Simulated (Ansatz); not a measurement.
## HgSe under changes of volume

One of the cells (28.067 Å³/atom); the others are scaled copies at fixed shape and fractional positions:

```xyz
2
Lattice="0.0000 3.0390 3.0390 3.0390 0.0000 3.0390 3.0390 3.0390 0.0000" Properties=species:S:1:pos:R:3 pbc="T T T"
Hg    0.0000    0.0000    0.0000
Se    4.5585    4.5585    4.5585
```

| Property | Result |
| --- | --- |
| Program | Ansatz 0.2.0 |
| Functional | PBE |
| Potentials or basis | PseudoDojo standard (PBE files) |
| Cutoff | 1170 eV |
| Density cutoff | 4680 eV |
| k mesh | 8 × 8 × 8 |
| Occupations | fermi-dirac, width 0.05 eV |
| Spin | no spin polarisation |

```csv
volume (Å³/atom),energy over the lowest point (meV/atom),pressure (GPa)
26.383,?,?
26.944,72.87,7.6
27.505,49.13,6.0
28.067,30.47,4.7
28.628,16.38,3.4
29.189,6.37,2.3
29.751,0.00,1.3
```

Task: What does the run at 26.383 Å³/atom give?

Result: Energy over the lowest point 102.32 meV/atom; pressure 9.3 GPa.

Worked out: A Birch-Murnaghan fit of order 3 (a polynomial in V^(-2/3)) to the other rows has its minimum at 30.62 Å³/atom, just outside them, with B0 = V·E''(V) = 43 GPa and B' = 5.0. It gives 102.30 meV/atom at 26.383 Å³/atom, against the run's 102.32, and -dE/dV = 9.3 GPa, against 9.3.

Energies are extrapolated to zero smearing.
